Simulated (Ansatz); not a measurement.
Two inputs for TiO2

Cell: a COD entry, taken as it stands.

Space group Pbcn (No. 60); a = 4.5150, b = 5.4970, c = 4.9390 Å.

| site | Wyckoff | site symmetry | x | y | z |
| --- | --- | --- | --- | --- | --- |
| Ti | 4c | .2. | 0.0000 | 0.1710 | 0.2500 |
| O | 8d | 1 | 0.2860 | 0.3760 | 0.4120 |

One atom of each set is listed.

Reference run. Method: Kohn–Sham DFT in Ansatz, PBE, plane waves and PAW, scalar-relativistic, 420 eV cutoff, Γ-centred 5×5×5 k-points, Fermi–Dirac smearing 0.02 eV.

(1) The input is changed as follows: `basis.ecutwfc`: not typed → 120 eV; `scf.max_iter`: not typed → 60. What happens to V_zz (10²¹ V/m²) and η?

## Answers

(1) 

```json
{"site": "Ti", "V_zz reference": "2.89", "η reference": "0.36", "V_zz changed": "-1.13", "η changed": "0.93"}
{"site": "O", "V_zz reference": "-2.75", "η reference": "0.57", "V_zz changed": "-0.54", "η changed": "0.49"}
```

The largest change of V_zz along a kept axis is on O, from -2.75 to -0.54. In per cent, |V_zz| changes by -80 on O (all sites that start above 0.5, bar those whose gradient vanishes or changes sign or whose main axis turns by over 40°). On Ti the largest principal value lies along another axis in the second run, so the two V_zz can't be compared directly. At these positions the changed run has forces up to 5.1 eV/Å, so its atoms aren't at their own equilibrium. SCF iterations: 6 and 9. New warnings: cutoff below recommended. The changed input holds a cutoff far too low, so its numbers aren't properties of the crystal.

On the reference run: At this cell the PBE pressure is 7 GPa, so with PBE the cell would grow if it were relaxed. The largest force is 0.7 eV/Å, so the atoms aren't at the calculated equilibrium and relaxing them would move these values.
